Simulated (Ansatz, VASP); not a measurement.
**Ag: VASP beside Ansatz**

```
Ag
1.0
    -1.72182    1.72182    1.52372
     1.72182   -1.72182    1.52372
     1.72182    1.72182   -1.52372
Ag
1
Direct
  0.00000 0.00000 0.00000
```

Alike in both runs: functional PBE; k mesh 10 × 10 × 10; occupations gaussian, width 0.1 eV; no spin polarisation.

Ansatz relaxed the structure, and its values are those at the end. VASP's run is a single point on that final structure, the one shown.

|  | VASP | Ansatz |
| --- | --- | --- |
| version | VASP 6.6.1 | Ansatz 0.2.0 |
| potentials or method | VASP PAW PBE potentials, release 64 (Ag) | scalar-relativistic, plane waves, PAW |
| plane-wave cutoff (eV) | 520 | 420 |
| valence electrons in the cell | 11 | 19 |

```tsv
	VASP	Ansatz	Ansatz less VASP
gap on the k mesh at the Fermi level (eV)	none	none	-
pressure (GPa)	-0.2	-0.1	+0.07
```

A gap of «none» marks a metal or a gap that the smearing closes. With one functional, cell and mesh, what is left measures potentials, basis and numerics. The two sets of potentials don't hold the same shells in valence.
